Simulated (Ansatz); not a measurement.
# AlBO3 (R-3c): the host for defect calculations, part 3 of 3

Aim: the runs on the perfect crystal AlBO3 (R-3c) that a defect calculation needs first.

Ansatz 0.2.0; plane-wave PAW DFT, PBEsol; relaxation of the host's cell and atoms (the session's first sound run).

So far. Step 3 (Dielectric tensors of the host): The principal values of the electronic dielectric tensor are 3.06, 3.35 and 3.35. The principal values of the static dielectric tensor are 8.51, 8.63 and 8.63.

## 5. Defect free supercell relaxed from displaced atoms

This step: plane-wave PAW DFT, PBEsol; relaxation of the defect-free supercell from random displacements, a test of the host's stability (Ansatz 0.2.0).

Contents of pristine.rattled/input.yaml:

```yaml
crystal:
  lattice:
    - [4.4753042488, 2.5838181127, 9.158265059]
    - [-4.4753042488, 2.5838181127, 9.158265059]
    - [0.0, -5.1676362255, 9.158265059]
  atoms:
    - { symbol: Al, position: [0.0, 0.0, 0.0] }
    - { symbol: Al, position: [0.25, 0.25, 0.25] }
    - { symbol: B, position: [0.125, 0.125, 0.125] }
    - { symbol: B, position: [0.375, 0.375, 0.375] }
    - { symbol: O, position: [0.125, 0.4706316312, 0.2793683688] }
    - { symbol: O, position: [0.4706316312, 0.2793683688, 0.125] }
    - { symbol: O, position: [0.2206316312, 0.375, 0.0293683688] }
    - { symbol: O, position: [0.375, 0.0293683688, 0.2206316312] }
    - { symbol: O, position: [0.0293683688, 0.2206316312, 0.375] }
    - { symbol: O, position: [0.2793683688, 0.125, 0.4706316312] }
    - { symbol: Al, position: [0.0, 0.0, 0.5] }
    - { symbol: Al, position: [0.25, 0.25, 0.75] }
    - { symbol: B, position: [0.125, 0.125, 0.625] }
    - { symbol: B, position: [0.375, 0.375, 0.875] }
    - { symbol: O, position: [0.125, 0.4706316312, 0.7793683687] }
    - { symbol: O, position: [0.4706316312, 0.2793683688, 0.625] }
    - { symbol: O, position: [0.2206316312, 0.375, 0.5293683688] }
    - { symbol: O, position: [0.375, 0.0293683688, 0.7206316312] }
    - { symbol: O, position: [0.0293683688, 0.2206316312, 0.875] }
    - { symbol: O, position: [0.2793683688, 0.125, 0.9706316312] }
    - { symbol: Al, position: [0.0, 0.5, 0.0] }
    - { symbol: Al, position: [0.25, 0.75, 0.25] }
    - { symbol: B, position: [0.125, 0.625, 0.125] }
    - { symbol: B, position: [0.375, 0.875, 0.375] }
    - { symbol: O, position: [0.125, 0.9706316312, 0.2793683688] }
    - { symbol: O, position: [0.4706316312, 0.7793683687, 0.125] }
    - { symbol: O, position: [0.2206316312, 0.875, 0.0293683688] }
    - { symbol: O, position: [0.375, 0.5293683688, 0.2206316312] }
    - { symbol: O, position: [0.0293683688, 0.7206316312, 0.375] }
    - { symbol: O, position: [0.2793683688, 0.625, 0.4706316312] }
    - { symbol: Al, position: [0.0, 0.5, 0.5] }
    - { symbol: Al, position: [0.25, 0.75, 0.75] }
    - { symbol: B, position: [0.125, 0.625, 0.625] }
    - { symbol: B, position: [0.375, 0.875, 0.875] }
    - { symbol: O, position: [0.125, 0.9706316312, 0.7793683687] }
    - { symbol: O, position: [0.4706316312, 0.7793683687, 0.625] }
    - { symbol: O, position: [0.2206316312, 0.875, 0.5293683688] }
    - { symbol: O, position: [0.375, 0.5293683688, 0.7206316312] }
    - { symbol: O, position: [0.0293683688, 0.7206316312, 0.875] }
    - { symbol: O, position: [0.2793683688, 0.625, 0.9706316312] }
    - { symbol: Al, position: [0.5, 0.0, 0.0] }
    - { symbol: Al, position: [0.75, 0.25, 0.25] }
    - { symbol: B, position: [0.625, 0.125, 0.125] }
    - { symbol: B, position: [0.875, 0.375, 0.375] }
    - { symbol: O, position: [0.625, 0.4706316312, 0.2793683688] }
    - { symbol: O, position: [0.9706316312, 0.2793683688, 0.125] }
    - { symbol: O, position: [0.7206316312, 0.375, 0.0293683688] }
    - { symbol: O, position: [0.875, 0.0293683688, 0.2206316312] }
    - { symbol: O, position: [0.5293683688, 0.2206316312, 0.375] }
    - { symbol: O, position: [0.7793683687, 0.125, 0.4706316312] }
    - { symbol: Al, position: [0.5, 0.0, 0.5] }
    - { symbol: Al, position: [0.75, 0.25, 0.75] }
    - { symbol: B, position: [0.625, 0.125, 0.625] }
    - { symbol: B, position: [0.875, 0.375, 0.875] }
    - { symbol: O, position: [0.625, 0.4706316312, 0.7793683687] }
    - { symbol: O, position: [0.9706316312, 0.2793683688, 0.625] }
    - { symbol: O, position: [0.7206316312, 0.375, 0.5293683688] }
    - { symbol: O, position: [0.875, 0.0293683688, 0.7206316312] }
    - { symbol: O, position: [0.5293683688, 0.2206316312, 0.875] }
    - { symbol: O, position: [0.7793683687, 0.125, 0.9706316312] }
    - { symbol: Al, position: [0.5, 0.5, 0.0] }
    - { symbol: Al, position: [0.75, 0.75, 0.25] }
    - { symbol: B, position: [0.625, 0.625, 0.125] }
    - { symbol: B, position: [0.875, 0.875, 0.375] }
    - { symbol: O, position: [0.625, 0.9706316312, 0.2793683688] }
    - { symbol: O, position: [0.9706316312, 0.7793683687, 0.125] }
    - { symbol: O, position: [0.7206316312, 0.875, 0.0293683688] }
    - { symbol: O, position: [0.875, 0.5293683688, 0.2206316312] }
    - { symbol: O, position: [0.5293683688, 0.7206316312, 0.375] }
    - { symbol: O, position: [0.7793683687, 0.625, 0.4706316312] }
    - { symbol: Al, position: [0.5, 0.5, 0.5] }
    - { symbol: Al, position: [0.75, 0.75, 0.75] }
    - { symbol: B, position: [0.625, 0.625, 0.625] }
    - { symbol: B, position: [0.875, 0.875, 0.875] }
    - { symbol: O, position: [0.625, 0.9706316312, 0.7793683687] }
    - { symbol: O, position: [0.9706316312, 0.7793683687, 0.625] }
    - { symbol: O, position: [0.7206316312, 0.875, 0.5293683688] }
    - { symbol: O, position: [0.875, 0.5293683688, 0.7206316312] }
    - { symbol: O, position: [0.5293683688, 0.7206316312, 0.875] }
    - { symbol: O, position: [0.7793683687, 0.625, 0.9706316312] }
basis:
  ecutwfc: 420
  xc_grid: 2
hamiltonian:
  xc: pbesol
kpoints:
  mp_grid: { grid: [1, 1, 1], shift: [0.25, 0.25, 0.25] }
scf:
  occupations: { method: fermi_dirac, width: 0.01 }
  max_iter: 80
output:
  forces: true
relax:
  f_tol: 0.01
  max_steps: 120
  random_displacement: { amplitude: 0.08, seed: 6308 }
checkpoint:
  write: "../pristine.rattled.run"
  compress: false
  write_wavefunctions: false
  write_every: 100000
```

Launch:

```console
ansatz run input.yaml --threads 8 --pin off --max-ram 13189MiB --backend cpu --events-out ev --progress --plain --runs-dir out
```

Numbers of over 12 decimals in the logs are rounded to 6 here.

The log of the run:

```text
[...]
Crystal: 80 atoms, lattice volume = 635.403 Å³
Basis set: ecut = 420 eV, 12439 PW (Γ), exchange–correlation on 144×144×144 points (8 copies of the dense FFT grid, shifted against one another)
Bands: 272, of which v1, the nominal top of the filled ones, is band 192 counted from 1 (191 counted from 0)
Symmetry: 1 space group operations
k-points: 1
[...]
SCF iter   1: F=—  HF=-37849.636112 eV  |F-HF|=—  |Δ(HF+E_count)|=         —  Δρ=1.40e-2  dr2=8.99e-1  ethr=1.77e-3  ⟨swp⟩=6.0  Hψ=1145  notcnv=0  defer=60
[...]
SCF iter   6: F=-37849.366397 eV  HF=-37849.366397 eV  |F-HF|=2.23e-7  |Δ(HF+E_count)|=   2.22e-6  Δρ=2.23e-5  dr2=2.39e-6  ethr=6.51e-10  ⟨swp⟩=3.0  Hψ=821  notcnv=0
SCF 1 converged in 6 iterations: F = -37849.366397 eV  dr2 = 2.39e-6
[...]
relax step   1: F+E_penalty+E_count = -37849.36639656 eV  Δ(F+E_penalty+E_count) = +0.000e0 eV  max|allowed force component| = 5.294e0 eV/Å  Δτ_max = 0.0000 Å  (6 SCF iters, dr2 threshold 2.50e-6 eV, accepted)
[...]
relax step   2: F+E_penalty+E_count = -37853.56414207 eV  Δ(F+E_penalty+E_count) = -4.198e0 eV  max|allowed force component| = 2.634e0 eV/Å  Δτ_max = 0.1051 Å  (6 SCF iters, dr2 threshold 1.00e-4 eV, accepted)
relax step   3: F+E_penalty+E_count = -37855.42674266 eV  Δ(F+E_penalty+E_count) = -1.863e0 eV  max|allowed force component| = 8.376e-2 eV/Å  Δτ_max = 0.0728 Å  (6 SCF iters, dr2 threshold 1.00e-4 eV, accepted)
relax step   4: F+E_penalty+E_count = -37855.43199622 eV  Δ(F+E_penalty+E_count) = -5.254e-3 eV  max|allowed force component| = 1.832e-3 eV/Å  Δτ_max = 0.0076 Å  (5 SCF iters, dr2 threshold 4.39e-7 eV, accepted)
[...]
SCF iter   3: F=-37855.431996 eV  HF=-37855.431996 eV  |F-HF|=6.65e-9  |Δ(HF+E_count)|=   8.32e-9  Δρ=1.58e-6  dr2=1.87e-8  ethr=1.98e-11  ⟨swp⟩=1.0  Hψ=648  notcnv=0
SCF 5 converged in 3 iterations: F = -37855.431996 eV  dr2 = 1.87e-8
relax step   5: F+E_penalty+E_count = -37855.43199634 eV  Δ(F+E_penalty+E_count) = -1.136e-7 eV  max|allowed force component| = 1.797e-3 eV/Å  Δτ_max = 0.0000 Å  (3 SCF iters, accepted)
SCF converged after 3 iterations
Free energy (F): -37855.431996 eV
[...]
Internal energy: -37855.431996 eV  (E = F + TS)
E sigma→0 (E₀):  -37855.431996 eV
Fermi energy:    10.112277 eV
[...]
--- Forces (eV/Å), atoms counted from 1 ---
  atom   1  Al    -0.00031473     0.00073977    -0.00007216
  atom   2  Al    -0.00087318     0.00057550    -0.00123673
  atom   3  B      0.00076667     0.00103938     0.00023532
  atom   4  B      0.00172795    -0.00079376    -0.00098168
  atom   5  O     -0.00048305     0.00028143    -0.00025429
  atom   6  O     -0.00037644     0.00067701    -0.00060927
  atom   7  O     -0.00066680    -0.00073666     0.00034503
  atom   8  O     -0.00118646    -0.00052681     0.00017310
  atom   9  O     -0.00098046    -0.00011286    -0.00020653
  atom  10  O     -0.00024834     0.00120387    -0.00014274
  atom  11  Al     0.00058038     0.00000588    -0.00025358
  atom  12  Al     0.00094809     0.00011181    -0.00065337
  atom  13  B     -0.00048705     0.00128934    -0.00052993
  atom  14  B      0.00060615    -0.00084869     0.00056820
  atom  15  O      0.00036095    -0.00122545    -0.00004451
  atom  16  O     -0.00052857    -0.00056707     0.00125310
  atom  17  O     -0.00020884     0.00080132     0.00054853
  atom  18  O     -0.00023471     0.00041969    -0.00130012
  atom  19  O     -0.00066136    -0.00051235     0.00013836
  atom  20  O      0.00023583    -0.00015827     0.00105315
  atom  21  Al     0.00073894     0.00157535     0.00024418
  atom  22  Al     0.00064889    -0.00039068    -0.00014490
  atom  23  B     -0.00032795    -0.00031181    -0.00047747
  atom  24  B      0.00119104     0.00013314     0.00020392
  atom  25  O     -0.00016110     0.00013525     0.00011962
  atom  26  O     -0.00019450     0.00034736    -0.00063892
  atom  27  O     -0.00062870     0.00011473     0.00059915
  atom  28  O     -0.00116458    -0.00085249     0.00070947
  atom  29  O     -0.00064620    -0.00093603     0.00043112
  atom  30  O     -0.00086033     0.00075673     0.00054472
  atom  31  Al     0.00010334    -0.00109660    -0.00134126
  atom  32  Al     0.00059165     0.00034440    -0.00113605
  atom  33  B      0.00053661     0.00064659    -0.00010575
  atom  34  B      0.00179723    -0.00007890     0.00014736
  atom  35  O     -0.00034149    -0.00027473    -0.00123519
  atom  36  O     -0.00071053     0.00009834     0.00008773
  atom  37  O     -0.00028137     0.00004367    -0.00028968
  atom  38  O     -0.00032556     0.00032456     0.00054067
  atom  39  O      0.00058740     0.00029754     0.00001493
  atom  40  O     -0.00005620     0.00075010     0.00026936
[...]
atom  69  O      0.00004860    -0.00044045    -0.00032249
  atom  70  O      0.00078299     0.00040368     0.00045757
  atom  71  Al    -0.00026183     0.00060726     0.00004796
  atom  72  Al    -0.00076335     0.00029947     0.00029594
  atom  73  B     -0.00072680    -0.00003832    -0.00076089
  atom  74  B      0.00018420    -0.00056473     0.00086863
  atom  75  O     -0.00003887    -0.00083061     0.00080384
  atom  76  O     -0.00001784     0.00033579     0.00080302
  atom  77  O     -0.00008738    -0.00015843     0.00031035
  atom  78  O     -0.00007147    -0.00039644    -0.00004398
  atom  79  O     -0.00019736    -0.00039075     0.00050870
  atom  80  O      0.00008418     0.00001577     0.00029348
  max |Σ_I F_I| component: 1.02e-5 eV/Å
--- Relaxed structure (5 steps of the walk, 5 accepted, 0 SCFs on fresh bases) ---
  F+E_penalty+E_count = -37855.43199634 eV   max|allowed force component| = 1.797e-3 eV/Å
  atoms:
    - { symbol: Al, position: [0.000496, -0.000169, 3.903088328841818e-5] }
    - { symbol: Al, position: [0.250515, 0.249823, 0.250037] }
    - { symbol: B, position: [0.125481, 0.124848, 0.125025] }
    - { symbol: B, position: [0.375493, 0.374864, 0.375017] }
    - { symbol: O, position: [0.125509, 0.470401, 0.279460] }
    - { symbol: O, position: [0.471076, 0.279260, 0.125038] }
    - { symbol: O, position: [0.221075, 0.374828, 0.029453] }
    - { symbol: O, position: [0.375511, 0.029259, 0.220597] }
    - { symbol: O, position: [0.029938, 0.220403, 0.375025] }
    - { symbol: O, position: [0.279933, 0.124818, 0.470619] }
    - { symbol: Al, position: [0.000487, -0.000153, 0.500026] }
    - { symbol: Al, position: [0.250482, 0.249860, 0.750026] }
    - { symbol: B, position: [0.125506, 0.124828, 0.625047] }
    - { symbol: B, position: [0.375495, 0.374834, 0.875022] }
    - { symbol: O, position: [0.125490, 0.470426, 0.779450] }
    - { symbol: O, position: [0.471064, 0.279269, 0.625009] }
    - { symbol: O, position: [0.221068, 0.374846, 0.529446] }
    - { symbol: O, position: [0.375501, 0.029281, 0.720598] }
    - { symbol: O, position: [0.029927, 0.220417, 0.875013] }
    - { symbol: O, position: [0.279911, 0.124840, 0.970597] }
    - { symbol: Al, position: [0.000482, 0.499840, 4.033048651239102e-5] }
    - { symbol: Al, position: [0.250492, 0.749857, 0.250018] }
    - { symbol: B, position: [0.125497, 0.624832, 0.125034] }
    - { symbol: B, position: [0.375492, 0.874839, 0.375031] }
    - { symbol: O, position: [0.125489, 0.970421, 0.279453] }
    - { symbol: O, position: [0.471061, 0.779280, 0.125031] }
    - { symbol: O, position: [0.221069, 0.874835, 0.029451] }
    - { symbol: O, position: [0.375504, 0.529280, 0.220582] }
    - { symbol: O, position: [0.029930, 0.720427, 0.375003] }
    - { symbol: O, position: [0.279921, 0.624832, 0.470599] }
    - { symbol: Al, position: [0.000508, 0.499853, 0.500012] }
    - { symbol: Al, position: [0.250499, 0.749837, 0.750036] }
    - { symbol: B, position: [0.125489, 0.624849, 0.625024] }
    - { symbol: B, position: [0.375490, 0.874854, 0.875019] }
    - { symbol: O, position: [0.125510, 0.970402, 0.779471] }
    - { symbol: O, position: [0.471078, 0.779255, 0.625034] }
    - { symbol: O, position: [0.221068, 0.874837, 0.529459] }
    - { symbol: O, position: [0.375499, 0.529259, 0.720596] }
    - { symbol: O, position: [0.029922, 0.720410, 0.875028] }
    - { symbol: O, position: [0.279922, 0.624824, 0.970607] }
    - { symbol: Al, position: [0.500496, -0.000155, 1.9084867148300155e-5] }
    - { symbol: Al, position: [0.750480, 0.249866, 0.250009] }
    - { symbol: B, position: [0.625506, 0.124838, 0.125028] }
    - { symbol: B, position: [0.875508, 0.374831, 0.375025] }
    - { symbol: O, position: [0.625497, 0.470421, 0.279440] }
    - { symbol: O, position: [0.971059, 0.279279, 0.125013] }
    - { symbol: O, position: [0.721074, 0.374853, 0.029435] }
    - { symbol: O, position: [0.875497, 0.029281, 0.220587] }
    - { symbol: O, position: [0.529921, 0.220433, 0.375008] }
    - { symbol: O, position: [0.779916, 0.124848, 0.470588] }
    - { symbol: Al, position: [0.500493, -0.000149, 0.500025] }
    - { symbol: Al, position: [0.750510, 0.249829, 0.750024] }
    - { symbol: B, position: [0.625487, 0.124839, 0.625014] }
    - { symbol: B, position: [0.875500, 0.374847, 0.875011] }
    - { symbol: O, position: [0.625509, 0.470397, 0.779461] }
    - { symbol: O, position: [0.971088, 0.279260, 0.625025] }
    - { symbol: O, position: [0.721076, 0.374831, 0.529447] }
    - { symbol: O, position: [0.875498, 0.029259, 0.720596] }
    - { symbol: O, position: [0.529924, 0.220403, 0.875027] }
    - { symbol: O, position: [0.779930, 0.124833, 0.970598] }
    - { symbol: Al, position: [0.500493, 0.499839, 3.2296705483658705e-5] }
    - { symbol: Al, position: [0.750486, 0.749842, 0.250036] }
    - { symbol: B, position: [0.625487, 0.624856, 0.125024] }
    - { symbol: B, position: [0.875497, 0.874854, 0.375018] }
    - { symbol: O, position: [0.625506, 0.970414, 0.279455] }
    - { symbol: O, position: [0.971067, 0.779259, 0.125036] }
    - { symbol: O, position: [0.721069, 0.874828, 0.029455] }
    - { symbol: O, position: [0.875502, 0.529263, 0.220602] }
    - { symbol: O, position: [0.529923, 0.720411, 0.375030] }
    - { symbol: O, position: [0.779925, 0.624833, 0.470603] }
    - { symbol: Al, position: [0.500497, 0.499833, 0.500029] }
    - { symbol: Al, position: [0.750494, 0.749837, 0.750023] }
    - { symbol: B, position: [0.625507, 0.624828, 0.625036] }
    - { symbol: B, position: [0.875493, 0.874832, 0.875023] }
    - { symbol: O, position: [0.625493, 0.970414, 0.779441] }
    - { symbol: O, position: [0.971061, 0.779273, 0.625017] }
    - { symbol: O, position: [0.721071, 0.874845, 0.529443] }
    - { symbol: O, position: [0.875504, 0.529275, 0.720583] }
    - { symbol: O, position: [0.529918, 0.720421, 0.875015] }
    - { symbol: O, position: [0.779914, 0.624850, 0.970595] }
```

The job ended after 32 s (8 threads of Arm Neoverse N1, shared host; peak memory 1.3 GiB; 3.9 min of CPU time).

The steps of the relaxation:

| step | energy less that of the first step (eV) | largest force component (eV/Å) |
| --- | --- | --- |
| 1 | 0.0000 | 5.2944 |
| 2 | -4.1977 | 2.6342 |
| 3 | -6.0603 | 0.0838 |
| 4 | -6.0656 | 0.0018 |
| 5 | -6.0656 | 0.0018 |

The relaxation ends 76 meV an atom lower than the displaced start, with a largest force component of 0.0018 eV/Å.

## 6. Results

```
primitive cell vectors, lengths                                      : 5.258, 5.258, 5.258 Å
electronic dielectric constant                                       : principal values (3.06, 3.35, 3.35)
static dielectric constant                                           : principal values (8.51, 8.63, 8.63)
gap on the k-mesh of the response run (PBEsol)                       : 5.82 eV
supercell relaxed in its symmetry less the displaced and relaxed one : 0.000 eV
```

**Reading.** Step 5: The energy fell by 6.066 eV from the randomly displaced start; the atoms end within 0.005 Å of the sites as typed, once the mean shift is taken out. The displaced cell ends within 0.01 eV of the symmetric one relaxed in its symmetry, so no lower structure shows in this supercell. The k-mesh can miss the band edges, so this gap is an upper bound at this level. All at zero temperature.

[Logs are printed without paths, hosts, clocks, repeated set-up lines and the standing remarks that a program may print on its own settings, such as how far it seeks lower states.]

[Hosts, paths, dates, database ids (printed as entryN), source tags and the programs' standing remarks are cut or masked in the printed files.]

[Runs of the host that timed out are not shown.]

[For some hosts the program warned that the k-mesh of the response run may be too coarse for force constants and the static dielectric constant; such warnings are not always shown.]
